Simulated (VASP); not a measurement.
InAs, 2 atoms in the cell. The structure is cubic, space group F-43m (No. 216). The conventional cell has a = 6.186 Å, b = 6.186 Å, c = 6.186 Å, α = 90.00°, β = 90.00°, γ = 90.00°. In (site symmetry -43m) has 4 As at 2.68 Å as nearest neighbours. Around As (site symmetry -43m) lie 4 In at 2.68 Å. 

```yaml
Program: VASP 6.6.1
Task: relaxation of cell and atoms
Functional: LDA
Potentials_or_basis: VASP PAW LDA potentials, release 64 (In_d, As)
Cutoff: 600 eV
k_mesh: 12 × 12 × 12
Occupations: gaussian, width 0.1 eV
Spin: no spin polarisation
Dipole_correction: no
Further_INCAR_settings: ALGO = Normal; EDIFF = 1e-06; IBRION = 2; EDIFFG = -0.005; NSW = 70; ISIF = 3
```

Potentials or basis: VASP PAW LDA potentials, release 64 (In_d, As).

Run with:

```sh
$ cat potpaw_LDA.64/In_d/POTCAR potpaw_LDA.64/As/POTCAR > POTCAR
$ mpirun -np 1 vasp_std > vasp.out
```

Hardware: 1 thread of Intel(R) Xeon(R) Platinum 8375C CPU @ 2.90GHz (Ice Lake) (shared host).

Question: Estimate the wall time of this run.

Answer: It took 94 s on 1 thread of Intel(R) Xeon(R) Platinum 8375C CPU @ 2.90GHz (Ice Lake), with other jobs on the host, peak memory 0.23 GiB. Counts: scf iterations 29, k points 72, ion steps 3.
